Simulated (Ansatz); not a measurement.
**SnO2: properties at the relaxed cell**

An exercise on one series of results from a longer session: the logs are not shown, and one member is left open.

Method: DFT PBE, scalar-relativistic, plane waves, PAW, in Ansatz 0.2.0.

1 further run of the same task is left out (set aside as unsound or not needed).

**The structure to begin with**

Symmetry: Pbcn, No. 60, orthorhombic system. The conventional cell has a = 4.789 Å, b = 5.824 Å, c = 5.306 Å, α = 90.00°, β = 90.00°, γ = 90.00°. Around Sn (site symmetry 2) lie 6 O at 2.06 to 2.14 Å. O (site symmetry 1) is surrounded by 3 Sn at 2.06 to 2.14 Å.

Coordinates:

```
Sn O
1.0
     4.78924    0.00000    0.00000
     0.00000    5.82418    0.00000
     0.00000    0.00000    5.30558
Sn O
4 8
Cartesian
  2.3946 3.8741 3.9792
  0.0000 4.8622 1.3264
  2.3946 1.9501 1.3264
  0.0000 0.9620 3.9792
  3.4968 3.5357 0.4147
  1.1022 5.2006 4.8908
  3.6871 5.2006 3.0675
  1.2924 3.5357 2.2380
  3.4968 2.2885 3.0675
  1.1022 0.6236 2.2380
  3.6871 0.6236 0.4147
  1.2924 2.2885 4.8908
```

It goes back to an entry of the Materials Project, which need not be the stable form.

It is the result of an earlier relaxation at this level (volume 12.33 Å³/atom; gap on the mesh: 1.00 eV).

Set-up of the first run:

input.yaml reads:

```yaml
crystal:
  lattice:
    - [4.7892441572, 0.0, 0.0]
    - [0.0, 5.8241797358, 0.0]
    - [0.0, 0.0, 5.3055797788]
  atoms:
    - { symbol: Sn, position: [0.5, 0.6651682922, 0.75] }
    - { symbol: Sn, position: [0.0, 0.8348317078, 0.25] }
    - { symbol: Sn, position: [0.5, 0.3348317078, 0.25] }
    - { symbol: Sn, position: [0.0, 0.1651682922, 0.75] }
    - { symbol: O, position: [0.7301375858, 0.6070668389, 0.0781721786] }
    - { symbol: O, position: [0.2301375858, 0.8929331611, 0.9218278214] }
    - { symbol: O, position: [0.7698624142, 0.8929331611, 0.5781721786] }
    - { symbol: O, position: [0.2698624142, 0.6070668389, 0.4218278214] }
    - { symbol: O, position: [0.7301375858, 0.3929331611, 0.5781721786] }
    - { symbol: O, position: [0.2301375858, 0.1070668389, 0.4218278214] }
    - { symbol: O, position: [0.7698624142, 0.1070668389, 0.0781721786] }
    - { symbol: O, position: [0.2698624142, 0.3929331611, 0.9218278214] }
basis:
  ecutwfc: 420
kpoints:
  mp_grid: { grid: [6, 6, 6] }
hamiltonian:
  xc: pbesol
scf:
  occupations: { method: gaussian, width: 0.02 }
output:
  forces: true
  stress: true
  eigenvalues: true
relax:
  adjacent_minimum: "off"
  f_tol: 0.005
  max_steps: 50
  cell: { stress_tol: 0.05 }
```

On the command line:

```
$ ansatz run input.yaml --threads 4 --pin off --max-ram 10240MiB --backend cpu --events-out ev --progress --plain --runs-dir out
```

Among the steps run: Relaxing with PBEsol; The cell under PBE+D3(BJ); Relaxing with LDA; Relaxing with r2SCAN.

One table of the session follows, with a row left open; its other results are not shown here.

It belongs to the step «Relaxed cells side by side». 

```
functional  a (Å)  b (Å)  c (Å)  volume (Å³/atom)  gap on the mesh (eV)
       PBE  4.789  5.824  5.306             12.33                  1.00
    PBEsol  4.743  5.751  5.248             11.93                  1.26
PBE+D3(BJ)  4.761  5.789  5.279             12.12                  1.18
       LDA      ?      ?      ?                 ?                     ?
    r2SCAN  4.732  5.744  5.238             11.86                  2.08
```

**Question.** Estimate the row for LDA.

The run gave: a (Å): 4.703; b (Å): 5.695; c (Å): 5.205; volume (Å³/atom): 11.62; gap on the mesh (eV): 1.50. In the column «a (Å)» it is the lowest.
